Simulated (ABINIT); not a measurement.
Runs of ABINIT 10.8.3 (patched build) on FeO (Wuestite). The structure is trigonal, space group R-3m (No. 166). The conventional cell has a = 3.038 Å, b = 3.038 Å, c = 7.559 Å, α = 90.00°, β = 90.00°, γ = 120.00°. Around Fe (site symmetry -3m) lie 6 O at 2.16 Å. O (site symmetry -3m) has 6 Fe at 2.16 Å as nearest neighbours. 

| task | level | potentials or basis | U | cell | cutoff (eV) | double counting (usepawu) | mixing weight of the magnetisation (diemixmag) | cutoff smearing ecutsm (Ha) | stop of the response cycle (tolvrs) | acoustic sum rule (asr) | other keys | gap on the mesh (eV) | pressure (GPa) | moment (μB) |
| --- | --- | --- | --- | --- | --- | --- | --- | --- | --- | --- | --- | --- | --- | --- |
| phonons | LDA+U | JTH PAW LDA v2.0 | Fe d U = 6.2 eV | cell relaxed at zero pressure by an earlier run | 707 | 1 | 4 | 0.5 | 1e-11 | 1 | diemixmag = 4 | none | 0.0 | 4.00 |
| single point | revPBE+U | Ansatz PAW PBE default generated set, frozen core | Fe d U = 5 eV, J = 0.7 eV | cell stretched | 435 | 1 | - | - | - | - | - | none | -6.1 | 4.00 |
| single point | LDA | JTH PAW LDA v2.0 | - | cell relaxed | 707 | - | - | - | - | - | - | none | -0.6 | 3.85 |
| relaxation of cell and atoms | LDA | JTH PAW LDA v2.0 | - | relaxed | 707 | - | - | 0.5 | - | - | - | none | 0.0 | 3.85 |
| single point | LDA+U | JTH PAW LDA v2.0 | Fe d U = 6.2 eV | cell relaxed | 707 | 1 | - | - | - | - | - | none | (a) | 4.00 |

Alike in all rows: spin collinear, ferromagnetic start; k mesh 8 × 8 × 8; smearing fermi-dirac 0.05 eV.

Fill in the values left out.

(a) -0.7.

Caveats: a cell with one magnetic atom can't hold antiferromagnetic order, which such compounds often take; semilocal functionals often make such compounds metallic where correlation or magnetic order opens a gap, which also shifts bond lengths (some runs); the mesh is coarse for a metal's response (some runs); the PAW data sets were made with another functional, which shifts forces and pressure a little (some runs); the atomic spheres overlap (some runs).

A gap of «none» marks a metal or a gap under the smearing width.

Runs at the PBE level aren't shown here.
